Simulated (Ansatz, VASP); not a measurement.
## CO2 in VASP and in Ansatz

```
CELL_PARAMETERS angstrom
-3.51610 3.51610 4.10430
3.51610 -3.51610 4.10430
3.51610 3.51610 -4.10430
ATOMIC_POSITIONS crystal
C 0.00000 0.00000 0.00000
C 0.50000 0.50000 0.00000
C 0.50000 0.00000 0.50000
C 0.00000 0.50000 0.50000
C 0.50000 0.50000 0.50000
C 0.00000 0.00000 0.50000
C 0.00000 0.50000 0.00000
C 0.50000 0.00000 0.00000
O 0.11646 0.11646 0.23291
O 0.61646 0.61646 0.23291
O 0.61646 0.11646 0.73291
O 0.11646 0.61646 0.73291
O 0.61646 0.38354 0.50000
O 0.11646 0.88354 0.50000
O 0.11646 0.38354 0.00000
O 0.61646 0.88354 0.00000
O 0.38354 0.38354 0.76709
O 0.88354 0.88354 0.76709
O 0.88354 0.38354 0.26709
O 0.38354 0.88354 0.26709
O 0.38354 0.61646 0.50000
O 0.88354 0.11646 0.50000
O 0.88354 0.61646 0.00000
O 0.38354 0.11646 0.00000
```

Alike in both runs: task electric field gradients; functional PBE; k mesh 4 × 4 × 4; no spin polarisation.

|  | VASP | Ansatz |
| --- | --- | --- |
| version | VASP 6.6.1 | Ansatz 0.2.0 |
| potentials or method | VASP PAW PBE potentials, release 64 (C, O) | plane-wave PAW, scalar-relativistic |
| plane-wave cutoff (eV) | 520 | 420 |
| occupations | gaussian, width 0.01 eV | fixed |
| valence electrons in the cell | 128 | 128 |

|  | VASP | Ansatz | Ansatz less VASP |
| --- | --- | --- | --- |
| gap on the k mesh at the Fermi level (eV) | 5.53 | 5.53 | +0.006 |
| rms of the force components (eV/Å) | 0.323 | 0.002 | -0.3207 |
| Vzz of the field gradient on the site that differs most (V/Å²) | -50.8 | -29.6 | +21.24 |

Atom by atom the forces differ by 0.321 eV/Å (rms over components). One of these differences is far larger than is usual between the two programs; its cause wasn't traced.

Caveats: the standard files for N, O and F lose accuracy on very short bonds. A k mesh can miss the band edges.
